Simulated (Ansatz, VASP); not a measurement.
PbO: VASP beside Ansatz

```
CELL_PARAMETERS angstrom
3.97440 0.00000 0.00000
0.00000 3.97440 0.00000
0.00000 0.00000 4.77090
ATOMIC_POSITIONS crystal
Pb 0.00000 0.50000 0.23510
Pb 0.50000 0.00000 0.76490
O 0.00000 0.00000 0.00000
O 0.50000 0.50000 0.00000
```

Change from the starting cell: strain +0.000 along x and y, -0.050 along z, atoms carried along.

Alike in both runs: task single point; functional PBE; k mesh 8 × 8 × 6; occupations gaussian, width 0.05 eV; no spin polarisation.

|  | VASP | Ansatz |
| --- | --- | --- |
| version | VASP 6.6.1 | Ansatz 0.2.0 |
| potentials or method | VASP PAW PBE potentials, release 64 (Pb_d, O) | scalar-relativistic, plane waves, PAW |
| plane-wave cutoff (eV) | 520 | 420 |
| valence electrons in the cell | 40 | 40 |

|  | VASP | Ansatz | Ansatz less VASP |
| --- | --- | --- | --- |
| gap on the k mesh at the Fermi level (eV) | 1.29 | 1.28 | -0.008 |
| least direct gap on the mesh (eV) | 2.27 | 2.30 | +0.031 |
| pressure (GPa) | 9.6 | 9.5 | -0.12 |
| largest component of the traceless stress (GPa) | 0.10 | 0.07 | -0.034 |
| rms of the force components (eV/Å) | 0.565 | 0.544 | -0.0206 |

Atom by atom the forces differ by 0.021 eV/Å (rms over components). With one functional, cell and mesh, what is left measures potentials, basis and numerics.

Caveats: spin-orbit coupling is left out, which as a rule narrows the gap of such compounds by several tenths of an eV; forces of over 1 eV/Å show positions far from the minimum, so gaps and moduli don't describe the material at rest. A k mesh can miss the band edges.
